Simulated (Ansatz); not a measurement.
## ¹⁹⁷Au nuclear quadrupole resonance in Au

Cell: an entry of the Crystallography Open Database (COD) whose atoms were relaxed with PBE, the cell held.

```
Au
1.0
     2.90000    0.00000    0.00000
    -1.45000    2.51147    0.00000
     0.00000    0.00000    4.88000
Au
2
Direct
  0.33333 0.66667 0.75000
  0.66667 0.33333 0.25000
```

Sites (sets of like atoms) are named by element and the number of their first atom in this list.

Method: Kohn–Sham DFT in Ansatz, r2SCAN, plane waves and PAW, scalar-relativistic, 500 eV cutoff, Γ-centred 18×18×10 k-points, Fermi–Dirac smearing 0.05 eV.

¹⁹⁷Au: I = 3/2, Q = 547.0 mb (year-2017 value). Static lattice, zero field.

Problem. Predict the zero-field ¹⁹⁷Au lines of each site.

Solution. For I = 3/2 there is one line, ν = (|C_Q|/2)(1 + η²/3)^½.

```json
{"site": "Au", "atoms": "1, 2", "V_zz (10²¹ V/m²)": "1.21", "C_Q (MHz)": "16.0", "η": "0.00", "line frequencies (MHz)": "7.99"}
```

An axis of threefold or higher order runs through Au, so V_zz lies along it and η is zero.

The run finds no gap above 0.1 eV (a metal, or nearly one), so the gradients can move by 10 % or more with the k-mesh. Spin–orbit coupling is left out, which shifts gradients on Au by a few per cent in wide-gap crystals, and can shift them far more where the calculated gap is small or absent, as here. With these PAW files V_zz is typically within 2 to 3 % of all-electron values, but misses above 10 % occur on Au.

The run took 25 s of wall time (25 s of CPU time) and 0.53 GiB at its peak, on 1 thread of Arm Neoverse V1 (aarch64; 8 cores open to the job, memory cap 3.0 GiB, no GPU), a shared host with a load of 0.5 a core.
